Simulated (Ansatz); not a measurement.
# Co: do energies and stresses tell the same story?

All numbers below come from Ansatz 0.2.0, DFT PBE, scalar-relativistic, plane waves, PAW.

Settings: cutoff 420 eV, Γ-centred mesh 20×20×20 on the computed 1-atom cell, Gaussian smearing of 0.10 eV; collinear spin from starting moments 1.99 μB.

Relaxed cell: Im-3m, a = 2.810 Å, b = 2.810 Å, c = 2.810 Å, α = 90.00°, β = 90.00°, γ = 90.00°, 1 atom in the primitive cell. This bcc form isn't the element's structure at ambient conditions.

Energies at zero smearing and pressures from the stress tensor, at volumes with shape and atoms relaxed:
```csv
V (Å³/atom),E − E(first) (meV/atom),P (GPa)
9.759,0.00,35.76
10.091,-61.85,24.23
10.424,-101.73,14.65
10.757,-123.50,6.67
11.089,-130.09,0.01
11.422,-124.10,-5.50
11.755,-107.76,-10.06
12.198,-72.77,-15.08
```

Check P = −dE/dV between neighbouring volumes, and get the bulk modulus from the pressures alone.

With 1 eV/Å³ = 160.2 GPa:
```json
{"middle V (Å³/atom)": "9.925", "−ΔE/ΔV (GPa)": "29.786", "mean P (GPa)": "29.994"}
{"middle V (Å³/atom)": "10.258", "−ΔE/ΔV (GPa)": "19.209", "mean P (GPa)": "19.440"}
{"middle V (Å³/atom)": "10.590", "−ΔE/ΔV (GPa)": "10.482", "mean P (GPa)": "10.658"}
{"middle V (Å³/atom)": "10.923", "−ΔE/ΔV (GPa)": "3.173", "mean P (GPa)": "3.341"}
{"middle V (Å³/atom)": "11.256", "−ΔE/ΔV (GPa)": "-2.884", "mean P (GPa)": "-2.744"}
{"middle V (Å³/atom)": "11.588", "−ΔE/ΔV (GPa)": "-7.867", "mean P (GPa)": "-7.780"}
{"middle V (Å³/atom)": "11.976", "−ΔE/ΔV (GPa)": "-12.641", "mean P (GPa)": "-12.571"}
```

The two differ by 0.23 GPa at most. The mean of two end pressures misses the average over a step by about ΔV² P″/12, up to 0.17 GPa here; with that taken off 0.09 GPa remains. The stress is the derivative of the free energy, not of the energy at zero smearing, and with free energies 0.02 GPa remains. Around V = 11.089 Å³/atom, the two neighbours give B = −V ΔP/ΔV = 11.089 × 12.17 / 0.665 = 202.8 GPa, against B0 = 201.0 GPa from the Birch–Murnaghan fit of the energies.

Only this magnetic start was tried.